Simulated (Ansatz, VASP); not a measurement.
## Ir: VASP beside Ansatz

INCAR

```
SYSTEM = Ir
PREC = Accurate
ENCUT = 600
EDIFF = 1E-6
ISMEAR = 0
SIGMA = 0.1
LREAL = .False.
LASPH = .True.
NELM = 60
ALGO = Fast
ISIF = 3
LWAVE = .False.
LCHARG = .False.
GGA = PS
IBRION = 2
NSW = 90
EDIFFG = -0.04
```

File KPOINTS:

```
regular mesh
0
Gamma
  9 9 4
  0 0 0
```

The input POSCAR:

```
Ir
1.0
    2.7513778946      0.0000000000      0.0000000000
   -1.3756889473      2.3827631521      0.0000000000
    0.0000000000      0.0000000000      4.4622900000
Ir
2
Direct
    0.6666666700      0.3333333300      0.7500000000
    0.3333333300      0.6666666700      0.2500000000
```

Input for Ansatz:

```yaml
crystal:
  lattice:
    - [2.7513778946, 0.0, 0.0]
    - [-1.3756889473, 2.3827631521, 0.0]
    - [0.0, 0.0, 4.46229]
  atoms:
    - { symbol: Ir, position: [0.66666667, 0.33333333, 0.75] }
    - { symbol: Ir, position: [0.33333333, 0.66666667, 0.25] }
basis:
  ecutwfc: 420
kpoints:
  mp_grid: { grid: [9, 9, 4] }
hamiltonian:
  xc: pbesol
scf:
  occupations: { method: gaussian, width: 0.1 }
  lower_state_search: "off"
output:
  forces: true
  stress: true
  eigenvalues: true
relax:
  adjacent_minimum: "off"
  f_tol: 0.04
  max_steps: 70
  cell: { stress_tol: 0.4 }
```

Alike in both runs: task relaxation of cell and atoms; functional PBEsol; k mesh 9 × 9 × 4; occupations gaussian, width 0.1 eV; no spin polarisation.

```csv
,VASP,Ansatz
version,VASP 6.6.1,Ansatz 0.2.0
potentials or method,"VASP PAW PBE potentials, release 64 (Ir)","scalar-relativistic, plane waves, PAW"
plane-wave cutoff (eV),600,420
valence electrons in the cell,18,34
```

Ansatz gave:

* gap on the k mesh at the Fermi level, each at its own relaxed structure (eV): none
* relaxed volume (Å³/atom): 14.08
* relaxed cell length with the largest relative difference (Å): 2.717
* energy change over the relaxation (meV/atom): -23

**Question.** Estimate VASP's values.

**Answer.** gap on the k mesh at the Fermi level, each at its own relaxed structure (eV): none; relaxed volume (Å³/atom): 14.13; relaxed cell length with the largest relative difference (Å): 2.720; energy change over the relaxation (meV/atom): -20.

A gap of «none» marks a metal or a gap that the smearing closes. The two sets of potentials don't hold the same shells in valence.

Caveats: the PAW data sets were made with another functional, which shifts forces and pressure a little (VASP). The runs have no spin-orbit coupling, so splittings on Ir are missing.
